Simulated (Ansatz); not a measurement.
Task: an all-electron LAPW single point of BN, space group P1, with Ansatz 0.2.0, Python API. Give the script and its output. Settings: PBEsol, LAPW, the default cutoff (610 eV here), 10×10×7 k-points, fixed occupations.

The script reads `bn.cif`:
```cif
data_BN
_cell_length_a 2.508041
_cell_length_b 2.508041
_cell_length_c 3.273757
_cell_angle_alpha 101.10705
_cell_angle_beta 101.10705
_cell_angle_gamma 119.80736
_symmetry_space_group_name_H-M 'P 1'
_symmetry_Int_Tables_number 1
loop_
_symmetry_equiv_pos_as_xyz
'x, y, z'
loop_
_atom_site_label
_atom_site_type_symbol
_atom_site_fract_x
_atom_site_fract_y
_atom_site_fract_z
B1 B    0.979643    0.983499    0.001806
N2 N    0.668506    0.332385    0.984999
```

`run_lapw.py`:
```python
"""All-electron LAPW single point of BN."""

from collections import Counter
import sys

import ansatz
from ase.io import read
import numpy as np
from pymatgen.core import Structure

atoms = read("bn.cif")
system = ansatz.Crystal.from_ase(atoms)

setup = (
    system.calculation()
    .occupations("fixed")
    .kpoints(10, 10, 7)
    .scf(tolerance=1e-06, max_iterations=60)
    .functional("pbesol")
    .pseudopotentials("all_electron", lapw=True, basis_error=0.0005)
    .stress()
)
try:
    res = setup.run(threads=1, pin="off")
except ansatz.NonConvergedError as error:
    sys.exit(f"no convergence: {error}")
except ansatz.RefusalError as error:
    sys.exit(f"input refused: {error}")
rep = res.report

print(f"free energy      {rep['free_energy_ev']:.5f} eV")
print(f"per atom         {rep['free_energy_ev'] / len(res.lattice.sites):.5f} eV")
print(f"SCF iterations   {rep['n_iterations']}  (converged: {rep['converged']})")

final = Structure(res.lattice.cell_ang, [s.symbol for s in res.lattice.sites], [s.position_frac for s in res.lattice.sites])
# shortest distances, periodic images included
for index, site in enumerate(final):
    near = final.get_neighbors(site, 4.5)
    edge = 1.15 * min(n.nn_distance for n in near)
    shell = Counter((round(n.nn_distance, 2), n.specie.symbol) for n in near if n.nn_distance < edge)
    print(f"{index:2d} {site.specie.symbol:2s}", ", ".join(f"{count} {symbol} at {d:.2f}" for (d, symbol), count in sorted(shell.items())))

# the stress is positive in compression
stress = np.array(rep["stress_gpa"])
print(f"pressure {np.trace(stress) / 3:.3f} GPa")
print("stress tensor, GPa, positive in compression")
print(np.round(stress, 3) + 0.0)

errors = rep["lapw_basis_errors"]
print(f"estimated basis error {1000 * errors['total_ev_per_atom']:.3f} meV/atom, target {1000 * errors['basis_error_target_ev_per_atom']:.3f}")
for sphere in errors["spheres"]:
    print(f"  {sphere['species']:2s} muffin-tin radius {sphere['muffin_tin_radius_ang']:.3f} A, core shells {sphere['core_shells']}")
```

`python run_lapw.py` gives:
```text
DeckWarning: output.stress: scf.convergence.dr2_threshold = 1e-6 eV is looser than the 1e-7 eV advised for a printed stress on datasets or a basis made for the crystal, by an estimate of what a threshold leaves in their stress. Set scf.convergence.dr2_threshold to 1e-7 eV or tighter
free energy      -2160.05468 eV
per atom         -1080.02734 eV
SCF iterations   6  (converged: True)
 0 B  1 N at 1.40, 1 N at 1.43, 1 N at 1.52
 1 N  1 B at 1.40, 1 B at 1.43, 1 B at 1.52
pressure 1.569 GPa
stress tensor, GPa, positive in compression
[[-6.396 -5.16   0.551]
 [-5.16   5.966  1.187]
 [ 0.551  1.187  5.138]]
estimated basis error 0.305 meV/atom, target 0.500
  B  muffin-tin radius 0.666 A, core shells 0
  N  muffin-tin radius 0.734 A, core shells 0
```
(Warnings from the package without file and line.)

Caveats:
- These settings explore the input space; cutoff and mesh may be short of convergence.
- The structure comes from a database of computed cells and needn't be a stable or known phase.
- It ran for 59 s on 1 thread of Arm Neoverse V1 (shared host), peak memory 0.79 GiB.

(Lines on the test bed's own set-up are left out of the output.)
